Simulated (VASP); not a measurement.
# GaN (P6_3mc) in VASP: further runs, part 2 of 2

VASP 6.6.1. The steps go on from the part before.

## 3. Band structure, PBE

Contents of INCAR:

```
ALGO = Fast
EDIFF = 1E-6
ENCUT = 300
GGA = PE
ISIF = 2
ISMEAR = 0
KPAR = 4
LASPH = T
LCHARG = F
LREAL = F
LWAVE = F
NELM = 120
PREC = Accurate
SIGMA = 0.02
```

Contents of KPOINTS:

```
k-points
0
Gamma
  12 12 8
```

Contents of POSCAR:

```
GaN                                     
1.0
    3.2174475316      0.0000000000      0.0000000000
   -1.6087237658      2.7863912594      0.0000000000
    0.0000000000      0.0000000000      5.2418222970
  Ga              N             
     2     2
Direct
     0.6666666699999979    0.3333333300000021    0.4991207863528384
     0.3333333300000021    0.6666666699999979    0.9991207863528385
     0.6666666699999979    0.3333333300000021    0.8758792136471615
     0.3333333300000021    0.6666666699999979    0.3758792136471616
```

Contents of KPOINTS_OPT:

```
path GMKGALHA,LM,KH
15
line-mode
reciprocal
 0.0000000000  0.0000000000  0.0000000000  G
 0.5000000000  0.0000000000  0.0000000000  M

 0.5000000000  0.0000000000  0.0000000000  M
 0.3333333333  0.3333333333  0.0000000000  K

 0.3333333333  0.3333333333  0.0000000000  K
 0.0000000000  0.0000000000  0.0000000000  G

 0.0000000000  0.0000000000  0.0000000000  G
 0.0000000000  0.0000000000  0.5000000000  A

 0.0000000000  0.0000000000  0.5000000000  A
 0.5000000000  0.0000000000  0.5000000000  L

 0.5000000000  0.0000000000  0.5000000000  L
 0.3333333333  0.3333333333  0.5000000000  H

 0.3333333333  0.3333333333  0.5000000000  H
 0.0000000000  0.0000000000  0.5000000000  A

 0.5000000000  0.0000000000  0.5000000000  L
 0.5000000000  0.0000000000  0.0000000000  M

 0.3333333333  0.3333333333  0.0000000000  K
 0.3333333333  0.3333333333  0.5000000000  H
```

Potentials or basis: VASP PAW PBE potentials, release 64 (Ga_d, N).

Started as:

```console
$ cat potpaw_PBE.64/Ga_d/POTCAR potpaw_PBE.64/N/POTCAR > POTCAR
$ mpirun -np 4 vasp_std > vasp.out
```

OUTCAR:

```text
EDIFF = 1E-6
   ENCUT = 300
   GGA = PE
   ISIF = 2
   ISMEAR = 0
   LASPH = T
   LREAL = F
   NELM = 120
   PREC = Accurate

 ion  position               nearest neighbor table
   1  0.667  0.333  0.499-   4 1.97   4 1.97   4 1.97   3 1.97
   2  0.333  0.667  0.999-   3 1.97   3 1.97   3 1.97   4 1.97
   3  0.667  0.333  0.876-   2 1.97   2 1.97   2 1.97   1 1.97
   4  0.333  0.667  0.376-   1 1.97   1 1.97   1 1.97   2 1.97

  LATTYP: Found a hexagonal cell.
 ALAT       =     3.2174475316
 C/A-ratio  =     1.6291865665

  Lattice vectors:

 A1 = (   3.2174475316,   0.0000000000,   0.0000000000)
 A2 = (  -1.6087237658,   2.7863912594,   0.0000000000)
 A3 = (   0.0000000000,   0.0000000000,   5.2418222970)

Analysis of symmetry for initial positions (statically):
=====================================================================
 Subroutine PRICEL returns:
 Original cell was already a primitive cell.

 Routine SETGRP: Setting up the symmetry group for a
 hexagonal supercell.

 Subroutine GETGRP returns: Found 12 space group operations
 (whereof  6 operations were pure point group operations)
 out of a pool of 24 trial point group operations.

The static configuration has the point symmetry C_3v.
 The point group associated with its full space group is C_6v.

Analysis of symmetry for dynamics (positions and initial velocities):
=====================================================================
 Subroutine PRICEL returns:
 Original cell was already a primitive cell.

 Routine SETGRP: Setting up the symmetry group for a
 hexagonal supercell.

 Subroutine GETGRP returns: Found 12 space group operations
 (whereof  6 operations were pure point group operations)
 out of a pool of 24 trial point group operations.

The dynamic configuration has the point symmetry C_3v.
[... 121 lines left out ...]
   IALGO  =     68    algorithm
   IMIX   =      4    mixing-type and parameters
     AMIX     =   0.40;   BMIX     =  1.00
     AMIX_MAG =   1.60;   BMIX_MAG =  1.00
  volume/ion in A,a.u.               =      11.75        79.28
  Fermi-wavevector in a.u.,A,eV,Ry     =   1.497949  2.830713 30.529451  2.243851
  Thomas-Fermi vector in A             =   2.609771
   LORBIT       =      0    0 simple, 1 ext, 2 COOP (PROOUT), +10 PAW based schemes
   GGA     = PE    functional components
   LHFCALC =     F    Hartree Fock is set to
   AEXX    =    0.0000 exact exchange contribution
   IVDW    =     0    specifies the selected vdW correction
   LEPSILON=     F    determine dielectric tensor
   LRPA    =     F    only Hartree local field effects (RPA)
 non-spin polarized calculation
 RMM-DIIS sequential band-by-band and
 Gauss-broadening in eV      SIGMA  =   0.02
  energy-cutoff  :      300.00
  volume of cell :       46.99
 maximum number of plane-waves:       574
   NGX =  9   NGY =  9   NGZ = 15

 number of electron      36.0000001 magnetization

 Free energy of the ion-electron system (eV)
  ---------------------------------------------------
  ext. energy  EPLUGINS =         0.00000000
  ---------------------------------------------------
  free energy    TOTEN  =       -24.36417109 eV

  energy without entropy =      -24.36417109  energy(sigma->0) =      -24.36417109

 E-fermi :   5.1909     XC(G=0): -11.5239

 val. band max:        5.0846370702   @ k =   0.0000   0.0000   0.0000
 cond. band min:       6.6632202063   @ k =   0.0000   0.0000   0.0000
 fundamental gap:      1.5785831361
 Fermi energy:         5.1909352937

 k-point     1 :       0.0000    0.0000    0.0000
  band No.  band energies     occupation
      1     -10.8106      2.00000
      2      -9.9512      2.00000
      3      -8.3623      2.00000
      4      -8.3471      2.00000
      5      -8.3471      2.00000
      6      -8.2908      2.00000
[... 589 lines left out ...]
     21      11.8882      0.00000
     22      13.2341      0.00000

 [... further k-points ...]

------------------------ aborting loop because EDIFF is reached ----------------------------------------

  FORCE on cell =-STRESS in cart. coord.  units (eV):
  Direction    XX          YY          ZZ          XY          YZ          ZX
  --------------------------------------------------------------------------------------
  -------------------------------------------------------------------------------------
  Total       -5.1377206     -5.1377205     -5.1004368      0.0000000      0.0000000      0.0000000
  in kB     -175.1641397   -175.1641349   -173.8929931      0.0000000      0.0000000      0.0000000
  external PRESSURE =    -174.7404226 kB  Pullay stress =       0.0000000 kB

 VOLUME and BASIS-vectors are now :
 -----------------------------------------------------------------------------
  energy-cutoff  :      300.00
  volume of cell :       46.99
      direct lattice vectors                 reciprocal lattice vectors
     3.217447532  0.000000000  0.000000000     0.310805379  0.179443572  0.000000000
    -1.608723766  2.786391259  0.000000000     0.000000000  0.358887144  0.000000000
     0.000000000  0.000000000  5.241822297     0.000000000  0.000000000  0.190773350

 POSITION                                       TOTAL-FORCE (eV/Angst)
 -----------------------------------------------------------------------------------
      1.60872      0.92880      2.61630         0.000000      0.000000     -0.000056
     -0.00000      1.85759      5.23721        -0.000000      0.000000     -0.000056
      1.60872      0.92880      4.59120        -0.000000      0.000000      0.000056
     -0.00000      1.85759      1.97029         0.000000     -0.000000      0.000056
 -----------------------------------------------------------------------------------
    total drift:                               -0.000010      0.000006      0.001367

  FREE ENERGIE OF THE ION-ELECTRON SYSTEM (eV)
  ---------------------------------------------------
  free  energy   TOTEN  =       -24.3641710913 eV

  energy  without entropy=      -24.3641710913  energy(sigma->0) =      -24.36417109
```

OSZICAR:

```text
N       E                     dE             d eps       ncg     rms          rms(c)
DAV:   1     0.216473026208E+03    0.21647E+03   -0.13650E+04  4434   0.219E+03
DAV:   2    -0.256726719551E+01   -0.21904E+03   -0.21225E+03  4696   0.413E+02
DAV:   3    -0.270399133876E+02   -0.24473E+02   -0.24278E+02  4906   0.126E+02
[... 24 lines left out ...]
       N       E                     dE             ncg
DAV:   1     0.375890689127E+05   -0.37076E+05     1830
DAV:   2     0.293502909833E+05   -0.82388E+04     1904
DAV:   3     0.284692452580E+05   -0.88105E+03     2060
DAV:   4     0.284443076580E+05   -0.24938E+02     2368
DAV:   5     0.284438618761E+05   -0.44578E+00     2006
DAV:   6     0.284438405371E+05   -0.21339E-01     2674
DAV:   7     0.284438403960E+05   -0.14107E-03     1978
DAV:   8     0.284438403922E+05   -0.37982E-05     1608
DAV:   9     0.284438403919E+05   -0.31298E-06     1390
```

stdout:

```text
POSCAR found type information on POSCAR GaN
 POSCAR found :  2 types and       4 ions
 scaLAPACK will be used
 LDA part: xc-table for (Slater+PW92), standard interpolation
 POSCAR, INCAR and KPOINTS ok, starting setup
 FFT: planning ... GRIDC
 FFT: planning ... GRID_SOFT
 FFT: planning ... GRID
 WAVECAR not read
 entering main loop
 Start KPOINTS_OPT (optional k-point list driver)
k-point batch [1-95\135]
k-point batch [96-135\135]
```

Run time: 18 s. Hardware: 4 MPI ranks of Intel Xeon Platinum 8488C (Sapphire Rapids), shared host; peak memory 0.18 GiB.

The run converged, but a check on its numbers failed (symmetry, net force, bounds or a known fault of this set-up), so they aren't taken as properties of the crystal.

Caveat: the cutoff lies under the usual one of these potentials, so the numbers hold a large basis-set error.

## 4. Band structure, PBE

Edit INCAR of step 3 so:

```diff
@@ -2,3 +2,3 @@
 EDIFF = 1E-6
-ENCUT = 300
+ENCUT = 600
 GGA = PE
```

KPOINTS is that of step 3.

POSCAR is that of step 3.

KPOINTS_OPT is that of step 3.

Started as:

```console
$ cat potpaw_PBE.64/Ga_d/POTCAR potpaw_PBE.64/N/POTCAR > POTCAR
$ mpirun -np 4 vasp_std > vasp.out
```

Run time: 66 s. Hardware: 4 MPI ranks of Intel Xeon Platinum 8488C (Sapphire Rapids), shared host; peak memory 0.3 GiB.

Results (log left out):

| Quantity | Value |
| --- | --- |
| Free energy | -24.3309 eV |
| Pressure | -0.2 GPa |
| Band gap on the k mesh | 1.72 eV, direct |
| Band gap along the path | 1.72 eV, direct |

Levels at the corners of the path, in eV from the valence-band top:
```
point  band 15  band 16  band 17  band 18  band 19  band 20  band 21  band 22
    Γ    -1.00    -0.04     0.00     0.00     1.72     4.07     9.03     9.74
    M    -4.07    -2.64    -2.12    -0.96     4.99     5.38     5.98     8.35
    M    -4.07    -2.64    -2.12    -0.96     4.99     5.38     5.98     8.35
    K    -5.09    -2.87    -2.87    -2.63     5.18     7.54     7.54     8.31
    K    -5.09    -2.87    -2.87    -2.63     5.18     7.54     7.54     8.31
    Γ    -1.00    -0.04     0.00     0.00     1.72     4.07     9.03     9.74
    Γ    -1.00    -0.04     0.00     0.00     1.72     4.07     9.03     9.74
    A    -0.51    -0.51    -0.51    -0.51     4.07     4.07     8.32     8.32
    A    -0.51    -0.51    -0.51    -0.51     4.07     4.07     8.32     8.32
    L    -1.87    -1.87    -1.83    -1.83     4.31     4.31     7.58     7.58
    L    -1.87    -1.87    -1.83    -1.83     4.31     4.31     7.58     7.58
    H    -4.04    -4.04    -1.42    -1.42     6.23     6.23     7.26     7.26
    H    -4.04    -4.04    -1.42    -1.42     6.23     6.23     7.26     7.26
    A    -0.51    -0.51    -0.51    -0.51     4.07     4.07     8.32     8.32
    L    -1.87    -1.87    -1.83    -1.83     4.31     4.31     7.58     7.58
    M    -4.07    -2.64    -2.12    -0.96     4.99     5.38     5.98     8.35
    K    -5.09    -2.87    -2.87    -2.63     5.18     7.54     7.54     8.31
    H    -4.04    -4.04    -1.42    -1.42     6.23     6.23     7.26     7.26
```

## 5. Comparison with measurements

Step 2. Against the measured gap of GaN, 3.503 eV (direct; quoted in “Studying electronic properties in GaN without electrical contacts using γ-γ vs e−-γ Perturbed Angular Correlations”, 2019, pmc:6823545), the calculated 3.64 eV is off by +0.14 eV. Spin-orbit coupling on Ga is left out. The value is that of PBE0, without temperature or zero-point motion. The cell is a database's relaxed one, not the measured one, which moves gaps too.

Step 4. A measured gap of GaN is 3.503 eV (direct; quoted in “Studying electronic properties in GaN without electrical contacts using γ-γ vs e−-γ Perturbed Angular Correlations”, 2019, pmc:6823545); the calculated 1.72 eV misses it by -1.78 eV. So large a miss can be the level of theory's own, or it may mean another phase, state or a wrong row. Spin-orbit coupling on Ga is left out. The value is that of PBE, without temperature or zero-point motion. Semilocal functionals fall short of measured gaps as a rule. The cell is a database's relaxed one, not the measured one, which moves gaps too.
